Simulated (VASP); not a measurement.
# ScAl7N8 (P3m1) in VASP: relaxation of cell and atoms with PBE

Aim: the relaxation of cell and atoms of ScAl7N8 with PBE.

Program: VASP 6.6.1. These are calculated values, not measurements. Logs are shortened: lines on timing, memory, paths and dates and some standing lists are left out, and cuts for length are marked.

## 1. The structure

It takes space group P3m1 (No. 156, trigonal). The conventional cell has a = 6.380 Å, b = 6.380 Å, c = 5.040 Å, α = 90.00°, β = 90.00°, γ = 120.00°. Around Al (site symmetry m) lie 4 N at 1.93 to 1.94 Å. Al (site symmetry m) has 4 N at 1.93 to 1.94 Å as nearest neighbours. Around Al (site symmetry 3m) lie 4 N at 1.93 to 1.94 Å. Around Sc (site symmetry 3m) lie 4 N at 1.93 to 1.94 Å. Around N (site symmetry 3m) lie 1 Sc at 1.93 Å and 3 Al at 1.94 Å. N (site symmetry m) is surrounded by 3 Al at 1.93 to 1.94 Å and 1 Sc at 1.94 Å. N (site symmetry m) is surrounded by 4 Al at 1.93 to 1.94 Å. N (site symmetry 3m) has 4 Al at 1.93 to 1.94 Å as nearest neighbours.

The cell was built by a generator and needn't be a form met in nature.

## 2. Relaxation of cell and atoms, PBE

INCAR

```
PREC = Accurate
ENCUT = 600
EDIFF = 1E-6
ISMEAR = 0
SIGMA = 0.05
LREAL = F
LASPH = T
NELM = 60
ALGO = Normal
ISIF = 3
LWAVE = F
LCHARG = F
GGA = PE
IBRION = 2
NSW = 40
EDIFFG = -0.02
```

KPOINTS

```
Automatic mesh
0
Gamma
  4 4 5
```

POSCAR

```
ScAl7N8
1.0
    6.3800000000      0.0000000000      0.0000000000
   -3.1900000000      5.5252420761      0.0000000000
    0.0000000000      0.0000000000      5.0400000000
Al Sc N
7 1 8
Direct
    0.3333333333      0.1666666667      0.5000000000
    0.1666666667      0.8333333333      0.0000000000
    0.3333333333      0.6666666667      0.5000000000
    0.6666666667      0.3333333333      0.0000000000
    0.8333333333      0.1666666667      0.5000000000
    0.6666666667      0.8333333333      0.0000000000
    0.8333333333      0.6666666667      0.5000000000
    0.1666666667      0.3333333333      0.0000000000
    0.1666666667      0.3333333333      0.3820000000
    0.3333333333      0.1666666667      0.8820000000
    0.1666666667      0.8333333333      0.3820000000
    0.3333333333      0.6666666667      0.8820000000
    0.6666666667      0.3333333333      0.3820000000
    0.8333333333      0.1666666667      0.8820000000
    0.6666666667      0.8333333333      0.3820000000
    0.8333333333      0.6666666667      0.8820000000
```

Potentials or basis: VASP PAW PBE potentials, release 64 (Al, Sc_sv, N).

Command:

```sh
> cat potpaw_PBE.64/Al/POTCAR potpaw_PBE.64/Sc_sv/POTCAR potpaw_PBE.64/N/POTCAR > POTCAR
> mpirun -np 1 vasp_std > vasp.out
```

OUTCAR:

```text
PREC = Accurate
   ENCUT = 600
   EDIFF = 1E-6
   ISMEAR = 0
   LREAL = F
   LASPH = T
   NELM = 60
   ISIF = 3
   GGA = PE
   IBRION = 2
   NSW = 40
   EDIFFG = -0.02

 ion  position               nearest neighbor table
   1  0.333  0.167  0.500-  10 1.93   9 1.94  11 1.94  13 1.94   8 3.12   8 3.12   2 3.12   2 3.12
                             4 3.12   4 3.12   3 3.19   7 3.19   3 3.19   7 3.19   5 3.19   5 3.19
   2  0.167  0.833  0.000-  11 1.93  12 1.94  10 1.94  16 1.94   3 3.12   3 3.12   1 3.12   1 3.12
                             7 3.12   7 3.12   8 3.19   4 3.19   8 3.19   4 3.19   6 3.19   6 3.19
   3  0.333  0.667  0.500-  12 1.93  11 1.94   9 1.94  15 1.94   2 3.12   2 3.12   8 3.12   8 3.12
                             6 3.12   6 3.12   5 3.19   1 3.19   1 3.19   5 3.19   7 3.19   7 3.19
   4  0.667  0.333  0.000-  13 1.93  14 1.94  16 1.94  10 1.94   5 3.12   5 3.12   7 3.12   7 3.12
                             1 3.12   1 3.12   2 3.19   6 3.19   6 3.19   2 3.19   8 3.19   8 3.19
   5  0.833  0.167  0.500-  14 1.93  13 1.94  15 1.94   9 1.94   4 3.12   4 3.12   6 3.12   6 3.12
                             8 3.12   8 3.12   3 3.19   7 3.19   7 3.19   3 3.19   1 3.19   1 3.19
   6  0.667  0.833  0.000-  15 1.93  16 1.94  14 1.94  12 1.94   7 3.12   7 3.12   5 3.12   5 3.12
                             3 3.12   3 3.12   8 3.19   4 3.19   4 3.19   8 3.19   2 3.19   2 3.19
   7  0.833  0.667  0.500-  16 1.93  15 1.94  13 1.94  11 1.94   6 3.12   6 3.12   4 3.12   4 3.12
                             2 3.12   2 3.12   1 3.19   5 3.19   5 3.19   1 3.19   3 3.19   3 3.19
   8  0.167  0.333  0.000-   9 1.93  10 1.94  12 1.94  14 1.94   1 3.12   1 3.12   3 3.12   3 3.12
                             5 3.12   5 3.12   6 3.19   2 3.19   2 3.19   6 3.19   4 3.19   4 3.19
   9  0.167  0.333  0.382-   8 1.93   1 1.94   3 1.94   5 1.94
  10  0.333  0.167  0.882-   1 1.93   8 1.94   2 1.94   4 1.94
  11  0.167  0.833  0.382-   2 1.93   3 1.94   1 1.94   7 1.94
  12  0.333  0.667  0.882-   3 1.93   2 1.94   8 1.94   6 1.94
  13  0.667  0.333  0.382-   4 1.93   5 1.94   7 1.94   1 1.94
  14  0.833  0.167  0.882-   5 1.93   4 1.94   6 1.94   8 1.94
  15  0.667  0.833  0.382-   6 1.93   7 1.94   5 1.94   3 1.94
  16  0.833  0.667  0.882-   7 1.93   6 1.94   4 1.94   2 1.94

  LATTYP: Found a hexagonal cell.
 ALAT       =     6.3800000000
 C/A-ratio  =     0.7899686520

  Lattice vectors:

 A1 = (   6.3800000000,   0.0000000000,   0.0000000000)
 A2 = (  -3.1900000000,   5.5252420761,   0.0000000000)
 A3 = (   0.0000000000,   0.0000000000,   5.0400000000)

Analysis of symmetry for initial positions (statically):
=====================================================================
 Subroutine PRICEL returns:
 Original cell was already a primitive cell.

 Routine SETGRP: Setting up the symmetry group for a
 hexagonal supercell.

 Subroutine GETGRP returns: Found  6 space group operations
 (whereof  2 operations were pure point group operations)
 out of a pool of 24 trial point group operations.

The static configuration has the point symmetry C_1h.
 The point group associated with its full space group is C_3v.

[... 146 lines left out ...]
   EFERMI_NEDOS =   21; number of points for ismear=-14 and -15
   IALGO  =     38    algorithm
   IMIX   =      4    mixing-type and parameters
     AMIX     =   0.40;   BMIX     =  1.00
     AMIX_MAG =   1.60;   BMIX_MAG =  1.00
  volume/ion in A,a.u.               =      11.10        74.93
  Fermi-wavevector in a.u.,A,eV,Ry     =   1.211485  2.289375 19.969226  1.467697
  Thomas-Fermi vector in A             =   2.346999
   LORBIT       =      0    0 simple, 1 ext, 2 COOP (PROOUT), +10 PAW based schemes
   GGA     = PE    functional components
   LHFCALC =     F    Hartree Fock is set to
   AEXX    =    0.0000 exact exchange contribution
   IVDW    =     0    specifies the selected vdW correction
   LEPSILON=     F    determine dielectric tensor
   LRPA    =     F    only Hartree local field effects (RPA)
 conjugate gradient relaxation of ions
 non-spin polarized calculation
 Gauss-broadening in eV      SIGMA  =   0.05
  energy-cutoff  :      600.00
  volume of cell :      177.67
 maximum number of plane-waves:      5946
 NGX is ok and might be reduce to    54
   NGX = 25   NGY = 25   NGZ = 21

--------------------------------------- Ionic step        1  -------------------------------------------

 number of electron      71.9999994 magnetization

 Free energy of the ion-electron system (eV)
  ---------------------------------------------------
  ext. energy  EPLUGINS =         0.00000000
  ---------------------------------------------------
  free energy    TOTEN  =      -120.66763499 eV

  energy without entropy =     -120.66763499  energy(sigma->0) =     -120.66763499

------------------------ aborting loop because EDIFF is reached ----------------------------------------

  FORCE on cell =-STRESS in cart. coord.  units (eV):
  Direction    XX          YY          ZZ          XY          YZ          ZX
  --------------------------------------------------------------------------------------
  -------------------------------------------------------------------------------------
  Total        0.3868009      0.3868009      4.0231442     -0.0000000     -0.0000000      0.0000000
  in kB        3.4881531      3.4881531     36.2805326     -0.0000000     -0.0000000      0.0000000
  external PRESSURE =      14.4189462 kB  Pullay stress =       0.0000000 kB
[... 131 lines left out ...]
  FREE ENERGIE OF THE ION-ELECTRON SYSTEM (eV)
  ---------------------------------------------------
  free  energy   TOTEN  =      -121.4829778868 eV

  energy  without entropy=     -121.4829778868  energy(sigma->0) =     -121.48297789

[... ionic steps 4 to 9 ...]

--------------------------------------- Ionic step       10  -------------------------------------------

 number of electron      71.9999997 magnetization

------------------------ aborting loop because EDIFF is reached ----------------------------------------
[... 95 lines left out ...]
--------------------------------------- Ionic step       12  -------------------------------------------

 number of electron      71.9999997 magnetization

 Free energy of the ion-electron system (eV)
  ---------------------------------------------------
  ext. energy  EPLUGINS =         0.00000000
  ---------------------------------------------------
  free energy    TOTEN  =      -121.54254407 eV

  energy without entropy =     -121.54254407  energy(sigma->0) =     -121.54254407

 E-fermi :   5.6532     XC(G=0): -10.7874

 val. band max:        5.3962678457   @ k =   0.0000   0.0000   0.0000
 cond. band min:       9.2874622630   @ k =   0.0000   0.0000   0.0000
 fundamental gap:      3.8911944173
 Fermi energy:         5.6532302927

 k-point     1 :       0.0000    0.0000    0.0000
  band No.  band energies     occupation
      1     -41.3863      2.00000
      2     -20.1870      2.00000
      3     -20.1870      2.00000
      4     -20.1554      2.00000
      5      -9.2534      2.00000
      6      -7.5289      2.00000
[... 704 lines left out ...]
  FREE ENERGIE OF THE ION-ELECTRON SYSTEM (eV)
  ---------------------------------------------------
  free  energy   TOTEN  =      -121.5425440707 eV

  energy  without entropy=     -121.5425440707  energy(sigma->0) =     -121.54254407

 reached required accuracy - stopping structural energy minimisation
```

CONTCAR:

```text
ScAl7N8
   1.00000000000000
     6.3681417756310861   -0.0000000000000000    0.0000000000000000
    -3.1840708878155430    5.5149725525529982   -0.0000000000000000
     0.0000000000000000    0.0000000000000000    5.0480825535964504
  Al              Sc              N
     7     1     8
Direct
     0.3365408729199881    0.1634591270800119    0.5014196772685102
     0.1680412188790846    0.8340206093895380    0.9987899800467195
     0.3365408729199881    0.6730817459399852    0.5014196772685102
     0.6659793906104620    0.3319587811209154    0.9987899800467195
     0.8269182540600150    0.1634591270800119    0.5014196772685102
     0.6659793906104620    0.8340206093895380    0.9987899800467195
[... 8 lines left out ...]
     0.6673469976742755    0.8326530023257246    0.3795126764348117
     0.8333333332999970    0.6666666667000030    0.8812738887494971

  0.00000000E+00  0.00000000E+00  0.00000000E+00
  0.00000000E+00  0.00000000E+00  0.00000000E+00
  0.00000000E+00  0.00000000E+00  0.00000000E+00
  0.00000000E+00  0.00000000E+00  0.00000000E+00
  0.00000000E+00  0.00000000E+00  0.00000000E+00
  0.00000000E+00  0.00000000E+00  0.00000000E+00
[... 8 lines left out ...]
  0.00000000E+00  0.00000000E+00  0.00000000E+00
  0.00000000E+00  0.00000000E+00  0.00000000E+00
```

Wall time 21 min (1 thread of Intel Xeon Platinum 8488C (Sapphire Rapids), shared host); peak memory 0.42 GiB.

What came out:

| Quantity | Value |
| --- | --- |
| Free energy | -121.5425 eV |
| Relaxed volume | 11.08 Å³/atom |
| Relaxed cell | a = 6.368 Å, b = 6.368 Å, c = 5.048 Å, α = 90.00°, β = 90.00°, γ = 120.00° |
| Space group after relaxing (to 0.05 Å) | P3m1 (No. 156) |
| Energy gained by relaxing | 54.7 meV/atom |
| Ionic steps | 12 |
| Pressure after relaxing | 0.0 GPa |
| Largest force after relaxing | 0.005 eV/Å |
| Band gap on the k mesh | 3.89 eV, direct |

Forces in eV/Å, atoms in the order of the input:
```
Al  -0.003  0.002  0.004
Al   0.002  0.001  0.000
Al   0.000 -0.003  0.004
Al   0.000 -0.002  0.000
Al   0.003  0.002  0.004
Al  -0.002  0.001  0.000
Al   0.000  0.000 -0.002
Sc   0.000  0.000  0.005
N    0.000  0.000 -0.003
N    0.001 -0.001  0.002
N    0.001  0.001 -0.005
N    0.000  0.002  0.002
N    0.000 -0.002 -0.005
N   -0.001 -0.001  0.002
N   -0.001  0.001 -0.005
N    0.000  0.000 -0.002
```

Step by step:
```
step  energy change (eV)  largest force (eV/Å)  pressure (GPa)  volume (Å³)
   1              0.0000                3.5860            1.44       177.67
   2             -0.7405                1.0359           -2.92       180.24
   3             -0.8153                0.6359           -2.23       179.59
   4             -0.8653                0.1364            1.51       175.92
   5             -0.8695                0.1762            0.65       176.71
   6             -0.8738                0.0695           -0.18       177.47
   7             -0.8739                0.0781           -0.10       177.39
   8             -0.8746                0.0323           -0.04       177.33
   9             -0.8747                0.0317           -0.02       177.30
  10             -0.8749                0.0217            0.03       177.24
  11             -0.8749                0.0204            0.04       177.23
  12             -0.8749                0.0049           -0.02       177.29
```

Final structure:
```cif
data_structure
_symmetry_space_group_name_H-M 'P 1'
_symmetry_Int_Tables_number 1
_cell_length_a 6.3681
_cell_length_b 6.3681
_cell_length_c 5.0481
_cell_angle_alpha 90.000
_cell_angle_beta 90.000
_cell_angle_gamma 120.000
_cell_volume 177.29
loop_
_atom_site_label
_atom_site_type_symbol
_atom_site_fract_x
_atom_site_fract_y
_atom_site_fract_z
_atom_site_occupancy
Al1 Al 0.33654 0.16346 0.50142 1
Al2 Al 0.16804 0.83402 0.99879 1
Al3 Al 0.33654 0.67308 0.50142 1
Al4 Al 0.66598 0.33196 0.99879 1
Al5 Al 0.82692 0.16346 0.50142 1
Al6 Al 0.66598 0.83402 0.99879 1
Al7 Al 0.83333 0.66667 0.49806 1
Sc1 Sc 0.16667 0.33333 0.99195 1
N1 N 0.16667 0.33333 0.41544 1
N2 N 0.34417 0.15583 0.87671 1
N3 N 0.16531 0.83265 0.37951 1
N4 N 0.34417 0.68835 0.87671 1
N5 N 0.66735 0.33469 0.37951 1
N6 N 0.81165 0.15583 0.87671 1
N7 N 0.66735 0.83265 0.37951 1
N8 N 0.83333 0.66667 0.88127 1
```

Caveat: an odd mesh through Γ misses points on the zone boundary, where band edges often lie.
